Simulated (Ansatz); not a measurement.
**BaTe (CsCl type): the dielectric function from several functionals**

Aim: the dielectric function of BaTe (CsCl type) in the independent-particle picture, and how it depends on the functional and on the gap. The runs, in order: HSE06 for the gap; optics with PBE on 4×4×4; optics with r2SCAN on 4×4×4; optics with PBE and scissors to the HSE06 gap on 4×4×4; optics with PBE with spin-orbit coupling on 4×4×4.

Program: Ansatz 0.2.0. Level of theory: plane waves, PAW; no local fields, no excitons. These are calculated values, not measurements.

1 further run of the same task is left out (it didn't finish).

## (1) Starting point

It takes space group Pm-3m (No. 221, cubic). The conventional cell has a = 4.245 Å, b = 4.245 Å, c = 4.245 Å, α = 90.00°, β = 90.00°, γ = 90.00°. Around Ba (site symmetry m-3m) lie 8 Te at 3.68 Å. Te (site symmetry m-3m) has 8 Ba at 3.68 Å as nearest neighbours.

Coordinates:

```cif
data_structure
_symmetry_space_group_name_H-M 'Pm-3m'
_symmetry_Int_Tables_number 221
_cell_length_a 4.2448
_cell_length_b 4.2448
_cell_length_c 4.2448
_cell_angle_alpha 90.000
_cell_angle_beta 90.000
_cell_angle_gamma 90.000
_cell_volume 76.49
loop_
_atom_site_label
_atom_site_type_symbol
_atom_site_symmetry_multiplicity
_atom_site_Wyckoff_symbol
_atom_site_fract_x
_atom_site_fract_y
_atom_site_fract_z
_atom_site_occupancy
Ba1 Ba 1 a 0.00000 0.00000 0.00000 1
Te1 Te 1 b 0.50000 0.50000 0.50000 1
```

The cell was relaxed beforehand with r2SCAN; those runs aren't shown. Spin-orbit coupling, which matters for Ba, Te, is in the runs so named alone.

## (2) The gap to aim at

input.yaml

```yaml
crystal:
  lattice:
    - [4.2448181598, 0.0, 0.0]
    - [0.0, 4.2448181598, 0.0]
    - [0.0, 0.0, 4.2448181598]
  atoms:
    - { symbol: Ba, position: [0.0, 0.0, 0.0] }
    - { symbol: Te, position: [0.5, 0.5, 0.5] }
kpoints:
  mp_grid: { grid: [4, 4, 4] }
  band_path:
    path:
      - [0.0, 0.0, 0.0]
      - [0.0, 0.5, 0.0]
      - [0.5, 0.5, 0.0]
      - [0.5, 0.5, 0.5]
      - [0.0, 0.5, 0.5]
    npoints: 1
hamiltonian:
  xc: hse06
scf:
  occupations: { method: fixed }
  n_extra_bands: 4
output:
  forces: true
  stress: true
  eigenvalues: true
  write_density: true
  write_potential: true
  elf: true
  volumetric_format: npy
```

Run with:

```sh
$ ansatz run input.yaml --threads 4 --pin off --max-ram 3686MiB --backend cpu --events-out ev --progress --plain --runs-dir out
```

Further steps of the session: Optics, PBE; Optics, r2SCAN; Optics, PBE with a scissors shift; Optics, PBE with spin-orbit coupling.

**Question.** What will the summary of the whole plan be? Wanted: ε∞, PBE; ε∞, r2SCAN; ε∞, PBE with spin-orbit coupling; tallest peak of ε₂, PBE; tallest peak of ε₂, r2SCAN; tallest peak of ε₂, PBE with spin-orbit coupling; HSE06 direct gap.

**Answer**, as computed:

```
                                        quantity                                 value
                                         ε∞, PBE                                  8.89
                                      ε∞, r2SCAN                                  7.35
                      ε∞, PBE + 0.65 eV scissors                                  7.72
                ε∞, PBE with spin-orbit coupling                                  8.80
                         tallest peak of ε₂, PBE                       17.3 at 3.95 eV
                      tallest peak of ε₂, r2SCAN                       14.5 at 4.40 eV
      tallest peak of ε₂, PBE + 0.65 eV scissors                       17.3 at 4.60 eV
tallest peak of ε₂, PBE with spin-orbit coupling  17.6 at 3.90 eV (complete to 7.5 eV)
                                HSE06 direct gap                               1.72 eV
```

In words: PBE + 0.65 eV scissors has the widest direct gap (1.70 eV) and PBE with spin-orbit coupling the narrowest (0.91 eV); ε∞ is 7.72 and 8.80. Spin-orbit coupling moves the direct gap by -0.15 eV; ε∞ doesn't compare between these two runs, as the bands summed differ. Local fields and excitons are left out: both change ε∞, and without excitons the onset lacks its lines.
